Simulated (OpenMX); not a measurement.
Runs of OpenMX 3.8.5 on Mo. The structure is tetragonal, space group I4/mmm (No. 139). Conventional cell: a = 3.231 Å, b = 3.231 Å, c = 3.168 Å, α = 90.00°, β = 90.00°, γ = 90.00°. Mo (site symmetry 4/mmm) has 10 Mo at 2.78 to 3.17 Å as nearest neighbours.

| task | spin | cell | k mesh | SCF threshold | max SCF cycles | gap on the mesh (eV) | pressure (GPa) |
| --- | --- | --- | --- | --- | --- | --- | --- |
| single point | off | I4/mmm, 16.53 Å³/atom | 9 × 9 × 9 | 1e-08 Ha | 100 | none | -8.0 |
| single point | off | I4/mmm, 17.19 Å³/atom | 9 × 9 × 9 | 1e-08 Ha | 100 | none | (a) |
| band structure | off | Im-3m, 15.89 Å³/atom | 13 × 13 × 13 | 1e-08 Ha | 100 | - | 2.4 |
| single point | off | I4/mmm, 15.26 Å³/atom | 9 × 9 × 9 | 1e-08 Ha | 100 | none | 14.5 |

Alike in all rows: level PBE; potentials or basis OpenMX 2013 PBE set, Mo7.0-s3p2d2, grid cutoff 400 Ry; smearing fermi-dirac 0.05 eV.

Estimate the missing entries.

(a) -16.2.

Caveats: the basis of atomic orbitals isn't converged, which shifts pressures, moduli and gaps.

A k mesh can miss the band edges, and the runs leave out spin-orbit coupling on Mo.

A gap of «none» marks a metal or a gap under the smearing width.
